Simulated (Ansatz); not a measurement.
# TiC (Fm-3m) in Ansatz: settings compared

Aim: see how the results for TiC move with the level of theory and the settings. Levels: PBE, LDA. Tasks: single point, relaxation of cell and atoms.

Program: Ansatz 0.2.0. These are calculated values, not measurements. Logs are shortened: lines on timing, memory, paths and dates and some standing lists are left out, and cuts for length are marked.

**1. The structure**

The structure is cubic, space group Fm-3m (No. 225). Conventional cell: a = 4.331 Å, b = 4.331 Å, c = 4.331 Å, α = 90.00°, β = 90.00°, γ = 90.00°. Ti (site symmetry m-3m) is surrounded by 6 C at 2.17 Å. C (site symmetry m-3m) has 6 Ti at 2.17 Å as nearest neighbours.

The cell is a database's computed one.

**2. Single point, PBE**

input.yaml reads:

```yaml
crystal:
  lattice:
    - [0.0, 2.1657188437, 2.1657188437]
    - [2.1657188437, 0.0, 2.1657188437]
    - [2.1657188437, 2.1657188437, 0.0]
  atoms:
    - { symbol: Ti, position: [0.0, 0.0, 0.0] }
    - { symbol: C, position: [0.5, 0.5, 0.5] }
hamiltonian:
  xc: pbe
  pseudopotentials: { kind: paw }
kpoints:
  mp_grid: { grid: [11, 11, 11] }
scf:
  occupations: { method: gaussian, width: 0.011 }
output:
  forces: true
  stress: true
  eigenvalues: true
  write_density: true
  write_potential: true
  elf: true
  volumetric_format: npy
```

Potentials or basis: Ansatz PAW.

Command:

```sh
$ ansatz run input.yaml --threads 2 --pin off --max-ram 5632MiB --backend cpu --events-out ev --progress --plain --runs-dir out
```

The log of the run:

```text
Warning: RAYON_NUM_THREADS=2 ignored (pool sized by the plan → 2); use --threads N
Engine: ansatz 0.2.0, x86_64-unknown-linux-gnu
Pseudopotentials: kind: paw
Pseudopotential: Ti, paw, valence charge 12, recommended cutoff 420 eV (normal), Ti.paw.azcp
Pseudopotential: C, paw, valence charge 4, recommended cutoff 420 eV (normal), C.paw.azcp
Functional definition: PBE
  parameter kappa = 0.804
  parameter beta = 0.06672455060314922
  exchange = pbe_x(kappa = kappa, mu = beta*pi^2/3)
  correlation = pbe_c(beta = beta)
Crystal: 2 atoms, lattice volume = 20.316 Å³
Basis set: ecut = 420 eV, 411 PW (Γ), exchange–correlation on 48×48×48 points (8 copies of the dense FFT grid, shifted against one another)
Bands: 12, of which v1, the nominal top of the filled ones, is band 8 counted from 1 (7 counted from 0)
Symmetry: 48 space group operations
Space group: Fm-3m (ITA 225), of the structure as read, at distance tolerance 2.7e-5 Å
k-points: 56 of 1331
Non-local potential: Ti, projectors of the file, l = 0: 3, l = 1: 2, l = 2: 3, l = 3: 1
Non-local potential: C, projectors of the file, l = 0: 2, l = 1: 2, l = 2: 1
PAW form: soft (Blöchl's): semilocal exchange-correlation on the pseudo side does not see the compensation charge
PAW one-centre angular grid: Ti, 590 points (default); XC on 64 Gauss nodes
PAW one-centre angular grid: C, 110 points (default); XC on 64 Gauss nodes
Initial density: superposition of atomic densities (neutral atoms: chi_scale 0, normalization atom), corrected by the library's trained network
Initial wavefunctions: pseudopotential atomic-orbital guess
Functional: x = pbe(κ = 0.804, μ = 0.2195149727645171), c = pbe(β = 0.06672455060314922)
SCF iter   1: F=—  HF=-2752.271948 eV  |F-HF|=—  |Δ(HF+E_count)|=         —  Δρ=3.59e-3  dr2=1.77e-3  ethr=1.77e-3  ⟨swp⟩=4.3  Hψ=3206  notcnv=0
preconditioner: auto → none  [insulator: Δε(μ)=0.217 eV  Ē_g=7.861 eV  σ=0.011 eV  W_gap=0.80  n_scr=8 (ndim 8)  ℏωp=23.3 eV  f_vac=0.000  D(μ)=1.98/eV (n_scr^D=26)  ε∞_Penn≈9.8]
SCF iter   2: F=—  HF=-2752.271393 eV  |F-HF|=—  |Δ(HF+E_count)|=   5.56e-4  Δρ=1.60e-3  dr2=2.89e-4  ethr=1.11e-5  ⟨swp⟩=2.0  Hψ=1336  notcnv=0  defer=3
SCF iter   3: F=—  HF=-2752.271399 eV  |F-HF|=—  |Δ(HF+E_count)|=   6.30e-6  Δρ=1.32e-4  dr2=1.20e-6  ethr=1.81e-6  ⟨swp⟩=2.0  Hψ=878  notcnv=0  defer=3
SCF iter   4: F=—  HF=-2752.271401 eV  |F-HF|=—  |Δ(HF+E_count)|=   1.65e-6  Δρ=1.45e-5  dr2=1.43e-8  ethr=7.52e-9  ⟨swp⟩=2.6  Hψ=1146  notcnv=0  defer=3
iter 5 did not close the SCF: its close was put off for the readings that it lacked (scf_convergence_deferred on its scf_iter line)
SCF iter   5: F=-2752.271401 eV  HF=-2752.271401 eV  |F-HF|=4.37e-10  |Δ(HF+E_count)|=   9.65e-9  Δρ=2.70e-6  dr2=4.08e-10  ethr=8.94e-11  ⟨swp⟩=3.0  Hψ=1119  notcnv=0  defer=3
SCF iter   6: F=-2752.271401 eV  HF=-2752.271401 eV  |F-HF|=5.46e-12  |Δ(HF+E_count)|=  5.24e-10  Δρ=4.03e-7  dr2=7.60e-12  ethr=2.55e-12  ⟨swp⟩=3.6  Hψ=2849  notcnv=0
SCF 1 converged in 6 iterations: F = -2752.271401 eV  dr2 = 7.60e-12
SCF converged after 6 iterations
Free energy (F): -2752.271401 eV
Harris-Foulkes:  -2752.271401 eV  (|F-HF|=5.46e-12)
Internal energy: -2752.271280 eV  (E = F + TS)
E sigma→0 (E₀):  -2752.271340 eV
Entropy (-TS):   -0.000120 eV (-0.060 meV/atom)
Fermi energy:    14.843323 eV
--- Per-component energies (eV) ---
  E_band       = -110.933913
  E_kinetic    = 362.331828
  E_local      = -775.371740  (includes V_loc(G=0)·N_el)
  E_nonlocal   = 31.951977
  E_hartree    = 314.736862
  E_xc         = -147.421982
  E_vxc        = -184.103584  (∫ρ·V_xc dr)
  E_paw        = -1145.234443  (= ΣΔE_a)
  E_vpaw       = -175.216262  (= ΣTr[D̂ρ^β])
  E_aug_tail   = 0.000150  (compensation charges beyond the density's cutoff)
  E_ewald      = -1393.263931
  E_smearing   = -0.000120  (= −TS)
  E_closure    = 0.000000  (closes the sum)
  Σ components = -2752.271401   (vs F -2752.271401, Δ=0.00e0)
--- Forces (eV/Å), atoms counted from 1 ---
  atom   1  Ti    -0.00000000     0.00000000    -0.00000000
  atom   2  C      0.00000000    -0.00000000     0.00000000
  max |Σ_I F_I| component: 1.08e-29 eV/Å
--- Stress (GPa, compression-positive) ---
        0.275101      -0.000000      -0.000000
        0.000000       0.275101       0.000000
       -0.000000      -0.000000       0.275101
  P = ⅓ Tr σ = 0.2751 GPa (2.751 kbar)
--- Band table (eV; the first three rows and the last of 56) ---
  k-point 0: bands = ["-41.8551", "-17.8891", "-17.8891", "-17.8891", "2.2931", "15.3913", "15.3913", "15.3913", "16.3683", "16.3683", "16.3683", "16.4170"]
  k-point 1: bands = ["-41.8493", "-17.9301", "-17.8929", "-17.8929", "2.4798", "14.5731", "14.8501", "14.8501", "15.7173", "15.7173", "16.7678", "17.8805"]
  k-point 2: bands = ["-41.8338", "-18.0389", "-17.9031", "-17.9031", "3.0152", "13.1319", "13.7138", "13.7138", "16.0616", "16.0616", "17.2059", "19.4314"]
  k-point 55: bands = ["-41.7582", "-18.2073", "-18.1854", "-18.0518", "5.1844", "11.3409", "11.4846", "12.2124", "17.2060", "17.6223", "18.3067", "19.9172"]
```

Wall time 0.92 s (2 threads of Intel Xeon Platinum 8259CL at 2.50GHz (Skylake/Cascade Lake), shared host); peak memory 0.36 GiB.

Results:

```
Free energy            : -2752.2714 eV
Pressure               : 0.3 GPa
Band gap on the k mesh : none (metal or under the smearing width)
```

Levels at points of the mesh, in eV from the Fermi level:
```csv
k point,band 6,band 7,band 8,band 9,band 10,band 11
"(0.00, 0.00, 0.00)",0.55,0.55,0.55,1.52,1.52,1.52
```

**3. Relaxation of cell and atoms, PBE**

Edit input.yaml of step 2 so:

```diff
@@ -14,3 +14,3 @@
 scf:
-  occupations: { method: gaussian, width: 0.011 }
+  occupations: { method: fermi_dirac, width: 0.05 }
 output:
@@ -18,6 +18,5 @@
   stress: true
-  eigenvalues: true
-  write_density: true
-  write_potential: true
-  elf: true
-  volumetric_format: npy
+relax:
+  f_tol: 0.01
+  max_steps: 40
+  cell: { stress_tol: 0.05 }
```

Potentials or basis: Ansatz PAW.

Command:

```sh
$ ansatz run input.yaml --threads 2 --pin off --max-ram 5632MiB --backend cpu --events-out ev --progress --plain --runs-dir out
```

It took 1.9 s on 2 threads of Intel Xeon Platinum 8259CL at 2.50GHz (Skylake/Cascade Lake), shared host; peak memory 0.36 GiB.

Results (log left out):

```
Free energy                            : -2752.2730 eV
Relaxed volume                         : 10.17 Å³/atom
Relaxed cell                           : a = 3.064 Å, b = 3.064 Å, c = 3.064 Å, α = 60.00°, β = 60.00°, γ = 60.00°
Space group after relaxing (to 0.05 Å) : Fm-3m (No. 225)
Energy gained by relaxing              : 0.0 meV/atom
Ionic steps                            : 3
Pressure after relaxing                : 0.0 GPa
```

Final structure:
```cif
data_structure
_symmetry_space_group_name_H-M 'P 1'
_symmetry_Int_Tables_number 1
_cell_length_a 3.0638
_cell_length_b 3.0638
_cell_length_c 3.0638
_cell_angle_alpha 60.000
_cell_angle_beta 60.000
_cell_angle_gamma 60.000
_cell_volume 20.34
loop_
_atom_site_label
_atom_site_type_symbol
_atom_site_fract_x
_atom_site_fract_y
_atom_site_fract_z
_atom_site_occupancy
Ti1 Ti 0.00000 0.00000 0.00000 1
C1 C 0.50000 0.50000 0.50000 1
```

Caveat: the plane-wave basis is chosen anew once the cell has moved, so the energies of steps on either side of that aren't comparable.

**4. Relaxation of cell and atoms, LDA**

Edit input.yaml of step 3 so:

```diff
@@ -9,3 +9,3 @@
 hamiltonian:
-  xc: pbe
+  xc: lda
   pseudopotentials: { kind: paw }
```

Command:

```sh
$ ansatz run input.yaml --threads 2 --pin off --max-ram 5632MiB --backend cpu --events-out ev --progress --plain --runs-dir out
```

Wall time 3.7 s (2 threads of Intel Xeon Platinum 8259CL at 2.50GHz (Skylake/Cascade Lake), shared host); peak memory 0.36 GiB.

Results (log left out):

- Free energy: -2695.1774 eV
- Relaxed volume: 9.67 Å³/atom
- Relaxed cell: a = 3.013 Å, b = 3.013 Å, c = 3.013 Å, α = 60.00°, β = 60.00°, γ = 60.00°
- Space group after relaxing (to 0.05 Å): Fm-3m (No. 225)
- Energy gained by relaxing: 20.0 meV/atom
- Ionic steps: 7
- Pressure after relaxing: 0.0 GPa

Step by step:
| step | energy change (eV) | largest force (eV/Å) | volume (Å³) |
| --- | --- | --- | --- |
| 1 | 0.0000 | 0.0000 | 20.32 |
| 2 | -0.0411 | 0.0000 | 19.43 |
| 3 | -0.0416 | 0.0000 | 19.34 |
| 4 | -0.0416 | 0.0000 | 19.35 |
| 5 | -0.0400 | 0.0000 | 19.35 |
| 6 | -0.0400 | 0.0000 | 19.34 |
| 7 | -0.0400 | 0.0000 | 19.34 |

Final structure:
```
Ti C
1.0
     0.00000    2.13051    2.13051
     2.13051    0.00000    2.13051
     2.13051    2.13051    0.00000
Ti C
1 1
Direct
  0.00000 0.00000 0.00000
  0.50000 0.50000 0.50000
```

Caveat: the plane-wave basis is chosen anew once the cell has moved, so the energies of steps on either side of that aren't comparable; the pressure holds a Pulay correction of +0.4 GPa for the finite cutoff; the PAW data sets come from PBE, with cores solved anew for the run's functional, which leaves a small shift of forces and pressure.

**5. The runs side by side**

| task | level | cell | smearing | pressure (GPa) | relaxed volume (Å³/atom) |
| --- | --- | --- | --- | --- | --- |
| single point | PBE | as given | gaussian 0.011 eV | 0.3 | - |
| relaxation of cell and atoms | PBE | relaxed | fermi-dirac 0.05 eV | 0.0 | 10.17 |
| relaxation of cell and atoms | LDA | relaxed | fermi-dirac 0.05 eV | 0.0 | 9.67 |

Alike in all rows: potentials or basis Ansatz PAW; no spin polarisation; k mesh 11 × 11 × 11; cutoff (eV) 420.

Caveats: the plane-wave basis is chosen anew once the cell has moved, so the energies of steps on either side of that aren't comparable (some runs); the PAW data sets come from PBE, with cores solved anew for the run's functional, which leaves a small shift of forces and pressure (some runs).

Absolute energies hang on the potentials; compare differences alone.
